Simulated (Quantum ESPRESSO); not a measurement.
Crystal: Os.

```
Os
1.0
     2.73410    0.00000    0.00000
    -1.36705    2.36780    0.00000
     0.00000    0.00000    4.31970
Os
2
Direct
  0.66667 0.33333 0.75000
  0.33333 0.66667 0.25000
```

Base run:

* Program: Quantum ESPRESSO 7.5
* Functional: HLE16
* Potentials or basis: SG15 PBE 1.2
* Cutoff: 952 eV
* Density cutoff: 3810 eV
* k mesh: 11 × 11 × 6
* Occupations: fermi-dirac, width 0.05 eV
* Spin: no spin polarisation

Its results: band gap on the k mesh none (metal or under the smearing width); pressure -65.8 GPa.

Question: The run is repeated on the same cell with these changes: functional from HLE16 to PBE. What comes out?

Answer: Band gap on the k mesh none (metal or under the smearing width); pressure 8.1 GPa.

Caveats: spin-orbit coupling is left out, which moves the levels of the heavy elements; the potentials were made for another functional, which shifts forces and pressure (some runs); the cell as given lies far from equilibrium (some runs); the potentials were made for a functional far from this one (some runs).
